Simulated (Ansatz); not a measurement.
## Equation of state of indium, diamond

The calculation used Ansatz, DFT, RPBE, plane waves (420 eV) with PAW, scalar-relativistic. The PAW files were generated under PBE, with cores re-solved for the functional.

The cell is scaled uniformly from the relaxed one, with fractional coordinates and shape fixed. Energies are extrapolated to zero smearing, pressures are those at the given smearing. Magnetic state: spin not included.

| V (Å³/atom) | E − E₀ (meV/atom) | P (GPa) |
| --- | --- | --- |
| 35.670 | 38.1 | 3.13 |
| 37.292 | 14.2 | 1.79 |
| 38.913 | 2.4 | 0.75 |
| 40.535 | 0.0 | -0.04 |
| 42.156 | 4.4 | -0.59 |
| 43.777 | 13.0 | -0.97 |
| 45.399 | 24.8 | -1.29 |

Task: Fit a third-order Birch-Murnaghan equation.

Result: V₀ = 40.24 Å³/atom, B₀ = 16.9 GPa, B₀′ = 7.4.
